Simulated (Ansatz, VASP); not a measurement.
# Ge in VASP and in Ansatz

File INCAR:

```
SYSTEM = Ge
PREC = Accurate
ENCUT = 520
EDIFF = 1E-7
ISMEAR = 0
SIGMA = 0.02
LREAL = .FALSE.
LASPH = .TRUE.
NELM = 60
ALGO = Normal
ISIF = 2
LWAVE = .FALSE.
LCHARG = .FALSE.
GGA = PS
NBANDS = 21
```

The input KPOINTS:

```
regular mesh
0
G
  10 10 6
  0 0 0
```

File POSCAR:

```
Ge
1.0
    1.4880529250     -2.5946896100      0.0000000000
    1.4880529250      2.5946896100      0.0000000000
    0.0000000000      0.0000000000      4.7275957900
Ge
2
Direct
    0.3334466300      0.6665533700      0.2500000000
    0.6665533700      0.3334466300      0.7500000000
```

The input input.yaml:

```yaml
crystal:
  lattice:
    - [1.488052925, -2.59468961, 0.0]
    - [1.488052925, 2.59468961, 0.0]
    - [0.0, 0.0, 4.72759579]
  atoms:
    - { symbol: Ge, position: [0.33344663, 0.66655337, 0.25] }
    - { symbol: Ge, position: [0.66655337, 0.33344663, 0.75] }
kpoints:
  mp_grid: { grid: [10, 10, 6] }
scf:
  occupations: { method: gaussian, width: 0.02 }
hamiltonian:
  xc: pbesol
  pseudopotentials: { kind: all_electron, lapw: { basis_error: 0.001 } }
output:
  forces: true
  stress: true
  eigenvalues: true
```

This isn't the form of Ge at room conditions, which is diamond.

Alike in both runs: task single point; functional PBEsol; k mesh 10 × 10 × 6; occupations gaussian, width 0.02 eV; no spin polarisation.

|  | VASP | Ansatz |
| --- | --- | --- |
| version | VASP 6.6.1 | Ansatz 0.2.0 |
| potentials or method | VASP PAW PBE potentials, release 64 (Ge_d) | all-electron LAPW, scalar-relativistic |
| plane-wave cutoff (eV) | 520 | see its input |

```csv
,VASP,Ansatz,Ansatz less VASP
gap on the k mesh at the Fermi level (eV),none,none,-
pressure (GPa),0.6,0.5,0.00
largest component of the traceless stress (GPa),1.15,1.15,-0.003
rms of the force components (eV/Å),0.007,0.007,-0.0001
```

Atom by atom the forces differ by 0.000 eV/Å (rms over components). A gap of «none» marks a metal or a gap that the smearing closes. Ansatz ran all-electron here, so the differences hold the error of VASP's frozen core and of both bases.

Caveats: the PAW data sets were made with another functional, which shifts forces and pressure a little (VASP).
